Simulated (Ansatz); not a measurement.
Crystal: Pb.

```
Pb
1.0
    -1.97966    1.97966    1.97966
     1.97966   -1.97966    1.97966
     1.97966    1.97966   -1.97966
Pb
1
Cartesian
  0.0000 0.0000 0.0000
```

This isn't the form of Pb at room conditions, which is fcc.

Program: Ansatz 0.2.0. Alike in all runs: task band structure; potentials or basis Ansatz PAW; cell as given; smearing fermi-dirac 0.05 eV. Hardware: 2 threads of Arm Neoverse V2, on a shared host.

Order these runs on this cell by their wall time, lowest first.
A. level r2SCAN; spin SOC, no magnetisation; k mesh 7 × 7 × 7; cutoff (eV) 500
B. level BLYP; spin off; k mesh 9 × 9 × 9; cutoff (eV) 420
C. level r2SCAN; spin off; k mesh 9 × 9 × 9; cutoff (eV) 500

B (0.96 s), C (2.4 s), A (11 s).

Runs at the PBE level aren't shown here.
